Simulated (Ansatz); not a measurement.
# A decomposition energy, worked out: CdF4

All numbers below come from DFT PBE, scalar-relativistic, plane waves, PAW (Ansatz). Settings: cutoff 420 eV, Γ-centred meshes spaced at most about 0.3 Å⁻¹, and about 0.25 Å⁻¹ or finer for metals (2π included), Gaussian smearing. No spin polarisation.

The zero of energy is the elements' standard structures at the same level (F₂ as a molecule); no fitted shifts are applied.

These are static total energies at zero pressure. A magnetic state wasn't ruled out in cells without spin, among them CdF4 Im-3m.

A trial structure of CdF4 (reached from: random cell; relaxed: space group Im-3m (No. 229), a = 5.235 Å) has a formation energy of -0.953 eV/atom. At its composition the lowest mixture among the elements and 1 reference phase computed alike (others may be missing) consists of these:

```csv
phase,source,ΔE_f (eV/atom)
F2 (gas),element,0.000
CdF2 (Fm-3m),Materials Project,-2.177
```

**Question.** Write the balanced decomposition and find its energy per atom, per formula unit and per mole of formula units.

**Answer.** Balancing Cd and F gives CdF4 → F2 + CdF2. The left side holds 5 atoms, and the products take 2/5 (F2) and 3/5 (CdF2) of them. The mixture therefore lies at 2/5 × (0.000) + 3/5 × (-2.177) = -1.306 eV/atom. The reaction energy is -1.306 − (-0.953) = -0.353 eV/atom. Times 5 atoms that is -1.765 eV per CdF4, and times 96.485 it is -170 kJ per mole of CdF4. Decomposition is downhill, so the trial structure is unstable against this mixture. Entropy of the gas would favour the products further at finite temperature.
